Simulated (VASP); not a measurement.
# Hf in VASP: single point with PBE

Aim: the single point of Hf with PBE.

Program: VASP 6.6.1. These are calculated values, not measurements. Logs are shortened: lines on timing, memory, paths and dates and some standing lists are left out, and cuts for length are marked.

### 1 The structure

The cell holds a slab with vacuum, 7 atoms: a = 3.197 Å, b = 3.197 Å, c = 30.173 Å, α = 90.00°, β = 90.00°, γ = 120.00°.

The slab is cut from a database's or a generator's crystal, which needn't be the stable form of the element.

### 2 Single point, PBE

File INCAR:

```
SYSTEM = Hf
PREC = Accurate ; ENCUT = 600
EDIFF = 1E-7 ; ISMEAR = -1
SIGMA = 0.05 ; LREAL = .False.
LASPH = .True. ; NELM = 60
ALGO = Normal ; ISIF = 2
LWAVE = .False. ; LCHARG = .True.
LDIPOL = .True. ; IDIPOL = 3
DIPOL = 0.5 0.5 0.500 ; GGA = PE
LELF = .True. ; LVHAR = .True.
LVACPOTAV = .True.
```

File KPOINTS:

```
regular mesh
0
Gamma
  7 7 1
  0 0 0
```

File POSCAR:

```
Hf
1.0
    3.1966985242      0.0000000000      0.0000000000
   -1.5983492621      2.7684221302      0.0000000000
    0.0000000000      0.0000000000     30.1734000000
Hf
7
Direct
    0.6666666667      0.3333333334      0.2485633041
    0.3333333333      0.6666666666      0.3323755361
    0.6666666667      0.3333333334      0.4161877680
    0.3333333333      0.6666666666      0.5000000000
    0.6666666667      0.3333333334      0.5838122320
    0.3333333333      0.6666666666      0.6676244639
    0.6666666667      0.3333333334      0.7514366959
```

Potentials or basis: VASP PAW PBE potentials, release 54 (Hf).

Command:

```sh
$ cat potpaw_PBE.54/Hf/POTCAR > POTCAR
$ mpirun -np 1 vasp_std > vasp.out
```

OUTCAR:

```text
SYSTEM = Hf
   PREC = Accurate
   ENCUT = 600
   EDIFF = 1E-7
   ISMEAR = -1
   LREAL = .False.
   LASPH = .True.
   NELM = 60
   ISIF = 2
   GGA = PE

 ion  position               nearest neighbor table
   1  0.667  0.333  0.249-   2 3.13   2 3.13   2 3.13
   2  0.333  0.667  0.332-   3 3.13   3 3.13   3 3.13   1 3.13   1 3.13   1 3.13
   3  0.667  0.333  0.416-   2 3.13   2 3.13   2 3.13   4 3.13   4 3.13   4 3.13
   4  0.333  0.667  0.500-   3 3.13   5 3.13   3 3.13   5 3.13   3 3.13   5 3.13
   5  0.667  0.333  0.584-   6 3.13   6 3.13   6 3.13   4 3.13   4 3.13   4 3.13
   6  0.333  0.667  0.668-   5 3.13   5 3.13   5 3.13   7 3.13   7 3.13   7 3.13
   7  0.667  0.333  0.751-   6 3.13   6 3.13   6 3.13

  LATTYP: Found a hexagonal cell.
 ALAT       =     3.1966985242
 C/A-ratio  =     9.4389257453

  Lattice vectors:

 A1 = (   3.1966985242,   0.0000000000,   0.0000000000)
 A2 = (  -1.5983492621,   2.7684221302,   0.0000000000)
 A3 = (   0.0000000000,   0.0000000000,  30.1734000000)

Analysis of symmetry for initial positions (statically):
=====================================================================
 Subroutine PRICEL returns:
 Original cell was already a primitive cell.

 Routine SETGRP: Setting up the symmetry group for a
 hexagonal supercell.

 Subroutine GETGRP returns: Found 12 space group operations
 (whereof 12 operations were pure point group operations)
 out of a pool of 24 trial point group operations.

The static configuration has the point symmetry D_3h.

Analysis of symmetry for dynamics (positions and initial velocities):
=====================================================================
 Subroutine PRICEL returns:
 Original cell was already a primitive cell.

 Routine SETGRP: Setting up the symmetry group for a
 hexagonal supercell.

 Subroutine GETGRP returns: Found 12 space group operations
 (whereof 12 operations were pure point group operations)
 out of a pool of 24 trial point group operations.

The dynamic configuration has the point symmetry D_3h.

 Subroutine INISYM returns: Found 12 space group operations
 (whereof 12 operations are pure point group operations),
 and found     1 'primitive' translations

----------------------------------------------------------------------------------------

                                     Primitive cell

  volume of cell :     267.0289

  direct lattice vectors                    reciprocal lattice vectors
[... 90 lines left out ...]
   PSTRESS=    0.0 pullay stress
   NELECT =      28.0000    total number of electrons
   NUPDOWN=      -1.0000    fix difference up-down
   EMIN   =  10.00;   EMAX   =-10.00  energy-range for DOS
   EFERMI =   0.00;   METHOD = LEGACY
   ISMEAR =    -1;   SIGMA  =   0.05  broadening in eV -4-tet -1-fermi 0-gaus
   EFERMI_NEDOS =   21; number of points for ismear=-14 and -15
   IALGO  =     38    algorithm
   IMIX   =      4    mixing-type and parameters
     AMIX     =   0.40;   BMIX     =  1.00
     AMIX_MAG =   1.60;   BMIX_MAG =  1.00
  volume/ion in A,a.u.               =      38.15       257.43
  Fermi-wavevector in a.u.,A,eV,Ry     =   0.771984  1.458838  8.108511  0.595959
  Thomas-Fermi vector in A             =   1.873518
   LORBIT       =      0    0 simple, 1 ext, 2 COOP (PROOUT), +10 PAW based schemes
   GGA     = PE    functional components
   LHFCALC =     F    Hartree Fock is set to
   AEXX    =    0.0000 exact exchange contribution
   IVDW    =     0    specifies the selected vdW correction
   LEPSILON=     F    determine dielectric tensor
   LRPA    =     F    only Hartree local field effects (RPA)
 non-spin polarized calculation
  energy-cutoff  :      600.00
  volume of cell :      267.03
 maximum number of plane-waves:      8971
 NGX is ok and might be reduce to    28
   NGX = 13   NGY = 13   NGZ =121

 dipolmoment           0.000000      0.000000     -0.000000 electrons x Angstroem

 number of electron      28.0000000 magnetization

 dipolmoment           0.000000      0.000000      0.000000 electrons x Angstroem

 Free energy of the ion-electron system (eV)
  ---------------------------------------------------
  ext. energy  EPLUGINS =         0.00000000
  ---------------------------------------------------
  free energy    TOTEN  =       -67.64539991 eV

  energy without entropy =      -67.57888255  energy(sigma->0) =      -67.61214123

 E-fermi :   1.3370     XC(G=0):  -7.1497

 val. band max:        1.3340212399   @ k =   0.2857   0.2857   0.0000
 cond. band min:       1.3539978733   @ k =   0.4286   0.1429   0.0000
 fundamental gap:      0.0199766334
 Fermi energy:         1.3370110619

 k-point     1 :       0.0000    0.0000    0.0000
  band No.  band energies     occupation
      1      -5.8537      2.00000
      2      -5.3638      2.00000
      3      -4.7213      2.00000
      4      -3.9553      2.00000
      5      -3.2187      2.00000
      6      -2.6417      2.00000
[... 145 lines left out ...]
      5      -0.6392      2.00000
      6      -0.6323      2.00000
[... 10 lines left out ...]
     17       1.3764      0.62517
     18       1.5732      0.01759

------------------------ aborting loop because EDIFF is reached ----------------------------------------

  FORCE on cell =-STRESS in cart. coord.  units (eV):
  Direction    XX          YY          ZZ          XY          YZ          ZX
  --------------------------------------------------------------------------------------
  -------------------------------------------------------------------------------------
  Total       -2.5544867     -2.5544867     -3.2010748      0.0000000      0.0000000      0.0000000
  in kB      -15.3269586    -15.3269586    -19.2064971      0.0000000      0.0000000      0.0000000
  external PRESSURE =     -16.6201381 kB  Pullay stress =       0.0000000 kB

 VOLUME and BASIS-vectors are now :
 -----------------------------------------------------------------------------
  energy-cutoff  :      600.00
  volume of cell :      267.03
      direct lattice vectors                 reciprocal lattice vectors
     3.196698524  0.000000000  0.000000000     0.312822743  0.180608295  0.000000000
    -1.598349262  2.768422130  0.000000000     0.000000000  0.361216589  0.000000000
     0.000000000  0.000000000 30.173400000     0.000000000  0.000000000  0.033141774

 POSITION                                       TOTAL-FORCE (eV/Angst)
 -----------------------------------------------------------------------------------
      1.59835      0.92281      7.50000         0.000000     -0.000000      0.727482
     -0.00000      1.84561     10.02890         0.000000     -0.000000     -0.864444
      1.59835      0.92281     12.55780        -0.000000      0.000000      0.175254
     -0.00000      1.84561     15.08670        -0.000000     -0.000000      0.000000
      1.59835      0.92281     17.61560        -0.000000      0.000000     -0.175254
     -0.00000      1.84561     20.14450         0.000000     -0.000000      0.864444
      1.59835      0.92281     22.67340         0.000000     -0.000000     -0.727482
 -----------------------------------------------------------------------------------
    total drift:                               -0.000000      0.000000      0.000000

  FREE ENERGIE OF THE ION-ELECTRON SYSTEM (eV)
  ---------------------------------------------------
  free  energy   TOTEN  =       -67.6453999105 eV

  energy  without entropy=      -67.5788825500  energy(sigma->0) =      -67.61214123

 vacuum level on the upper side and lower side of the slab         5.742         5.742
```

OSZICAR:

```text
N       E                     dE             d eps       ncg     rms          rms(c)
DAV:   1     0.747992232070E+02    0.74799E+02   -0.10149E+04   288   0.131E+03
DAV:   2    -0.568275155340E+02   -0.13163E+03   -0.12861E+03   414   0.172E+02
DAV:   3    -0.710288139589E+02   -0.14201E+02   -0.13539E+02   448   0.521E+01
[... 25 lines left out ...]
DAV:  29    -0.676453951725E+02   -0.73076E-05   -0.16842E-06   430   0.488E-03    0.241E-03
DAV:  30    -0.676453991512E+02   -0.39788E-05   -0.93611E-07   360   0.286E-03    0.152E-03
DAV:  31    -0.676453995711E+02   -0.41992E-06   -0.32188E-07   244   0.125E-03    0.121E-03
DAV:  32    -0.676453998227E+02   -0.25159E-06   -0.22558E-07   232   0.892E-04    0.941E-04
DAV:  33    -0.676453999105E+02   -0.87737E-07   -0.23264E-07   272   0.123E-03
   1 F= -.67645400E+02 E0= -.67612141E+02  d E =-.665174E-01
```

It took 3.5 min on 1 thread of Intel Xeon Platinum 8488C (Sapphire Rapids), shared host; peak memory 0.42 GiB.

What came out:

| Item | Value |
| --- | --- |
| Free energy | -67.6454 eV |
| Largest force | 0.864 eV/Å |
| Band gap on the k mesh | none (metal or under the smearing width) |
| Work function of the upper face | 4.41 eV |
| Work function of the lower face | 4.41 eV |

Forces on the atoms (eV/Å):
```
Hf   0.000  0.000  0.727
Hf   0.000  0.000 -0.864
Hf   0.000  0.000  0.175
Hf   0.000  0.000  0.000
Hf   0.000  0.000 -0.175
Hf   0.000  0.000  0.864
Hf   0.000  0.000 -0.727
```

The run has no spin-orbit coupling, so splittings on Hf are missing.
